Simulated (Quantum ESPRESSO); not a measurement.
Crystal: Ga2O3.

```xyz
10
Lattice="6.1070 -1.5186 0.0000 6.1070 1.5186 0.0000 -1.3860 0.0000 5.6300" Properties=species:S:1:pos:R:3 pbc="T T T"
Ga    3.2184    0.0000    3.8621
Ga    7.6096    0.0000    1.7679
Ga   10.8240    0.0000    1.1564
Ga    0.0041    0.0000    4.4736
O     5.1267    0.0000    4.1853
O     5.7013    0.0000    1.4447
O     9.4919    0.0000    2.4592
O     1.3361    0.0000    3.1708
O     8.9710    0.0000    5.0118
O     1.8570    0.0000    0.6182
```

Base run:

```yaml
Program: Quantum ESPRESSO 7.5
Functional: N12
Potentials_or_basis: PseudoDojo 0.4.1 SR PBE standard
Cutoff: 1143 eV
Density_cutoff: 4572 eV
k_mesh: 6 × 6 × 4
Occupations: fermi-dirac, width 0.05 eV
Spin: no spin polarisation
```

Its results: band gap on the k mesh 2.43 eV, indirect (least direct gap 2.46 eV); pressure 1.5 GPa; largest force 0.216 eV/Å.

Problem. After a change of settings the same cell gave: band gap on the k mesh 2.32 eV, indirect (least direct gap 2.34 eV); pressure 3.2 GPa; largest force 0.141 eV/Å. Which change was it?
A. functional from N12 to RGE2
B. functional from N12 to WC
C. functional from N12 to OLYP

Solution. B.

Caveats: the potentials were made for another functional, which shifts forces and pressure.

Not every run made on this cell is shown here.
